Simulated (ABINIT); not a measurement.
TiAl3:

```
Ti Al
1.0
    -1.91111    1.91111    4.28067
     1.91111   -1.91111    4.28067
     1.91111    1.91111   -4.28067
Ti Al
1 3
Direct
  0.00000 0.00000 0.00000
  0.25000 0.75000 0.50000
  0.75000 0.25000 0.50000
  0.50000 0.50000 0.00000
```

The cell comes from a database or a generator and needn't be the stable form of this composition.

- Program: ABINIT 10.8.3 (patched build)
- Task: relaxation of cell and atoms
- Functional: LDA
- Potentials or basis: JTH PAW LDA v2.0
- Cutoff: 408 eV
- k mesh: 10 × 10 × 10
- Occupations: fermi-dirac, width 0.05 eV
- Spin: no spin polarisation

At the start: pressure -3.4 GPa; volume 15.63 Å³/atom.

Question: Where does the relaxation end?

Answer: Over 4 steps the energy falls by 5.2 meV/atom and the volume is 15.16 Å³/atom (-3.0 %); space group I4/mmm (No. 139, to 0.05 Å).

The path:
| step | energy change (eV) | largest force (eV/Å) | pressure (GPa) | volume (Å³) |
| --- | --- | --- | --- | --- |
| 1 | 0.0000 | 0.0000 | -3.40 | 62.54 |
| 2 | -0.0116 | 0.0000 | -2.30 | 61.89 |
| 3 | -0.0208 | 0.0000 | 0.09 | 60.59 |
| 4 | -0.0208 | 0.0000 | 0.00 | 60.63 |

Final structure:
```cif
data_structure
_symmetry_space_group_name_H-M 'P 1'
_symmetry_Int_Tables_number 1
_cell_length_a 5.0131
_cell_length_b 5.0131
_cell_length_c 5.0131
_cell_angle_alpha 135.686
_cell_angle_beta 135.686
_cell_angle_gamma 64.467
_cell_volume 60.63
loop_
_atom_site_label
_atom_site_type_symbol
_atom_site_fract_x
_atom_site_fract_y
_atom_site_fract_z
_atom_site_occupancy
Ti1 Ti 0.00000 0.00000 0.00000 1
Al1 Al 0.25000 0.75000 0.50000 1
Al2 Al 0.75000 0.25000 0.50000 1
Al3 Al 0.50000 0.50000 0.00000 1
```
